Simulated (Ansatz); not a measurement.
C, space group R-3m, a convergence test of the k-point mesh

With Ansatz 0.2.0 through its Python package.

Notebook, run cell by cell (the value of a cell's last expression is shown):

```python
import csv
import warnings

import ansatz
```

```python
warnings.simplefilter("ignore", ansatz.DeckWarning)
```

```python
system = (
    ansatz.Lattice.from_parameters(2.45606, 2.45606, 10.04103, alpha=90, beta=90, gamma=120)
    .space_group(166)
    .atom("C", [0.0, 0.0, 0.836])
    .primitive()
)
```

```python
job = (
    system.calculation()
    .occupations("Fermi-Dirac", width=0.1)
    .pseudopotentials("paw")
    .functional("pbesol")
    .stress()
)
```

```python
rows = []
for value in [1.0, 0.6, 0.4, 0.3]:
    data = job.kpoints(spacing=value).run(threads=1, pin="off").report
    rows.append((value, data["free_energy_ev"] / len(data["lattice"]["sites"]), data["n_iterations"], sum(data["stress_gpa"][i][i] for i in range(3)) / 3, data["n_kpoints"]))
```

```python
with open("kconv.csv", "w", newline="") as handle:
    writer = csv.writer(handle)
    writer.writerow(["spacing (1/A)", "F/atom (eV)", "iterations", "P (GPa)", "k-points"])
    writer.writerows([round(v, 5) if isinstance(v, float) else v for v in row] for row in rows)

for row in rows[:-1]:
    shift = 1000 * (row[1] - rows[-1][1])
    print(f"{row[0]}: {shift:+.2f} meV/atom" + ("  (within 2 meV)" if abs(shift) < 2 else ""))
```

    1.0: -13.56 meV/atom
    0.6: +11.35 meV/atom
    0.4: +0.05 meV/atom  (within 2 meV)

`kconv.csv`, as written:
```csv
spacing (1/A),F/atom (eV),iterations,P (GPa),k-points
1.0,-246.69071,6,0.66544,13
0.6,-246.66581,6,1.14968,32
0.4,-246.6771,6,1.15114,65
0.3,-246.67715,6,1.15015,146
```

From a spacing of 0.4 (8×8×8) on it stays within 2 meV an atom of the value at a spacing of 0.3 (11×11×11); the first row (a spacing of 1.0 (4×4×4)) is off by 13.6 meV and the last but one by 0.05 meV. That rests on few rows after larger swings, so the series isn't shown to be converged. It goes up and down, since the sum over k-points isn't variational. The pressure moves from 0.67 to 1.15 GPa.

Reading the output:
- Pressure is positive in compression.
- Shifts are counted from the finest mesh, which is itself no proven limit.
- The whole script took 2.8 s on 1 thread of Arm Neoverse V2, on a shared host, peak memory 0.33 GiB.
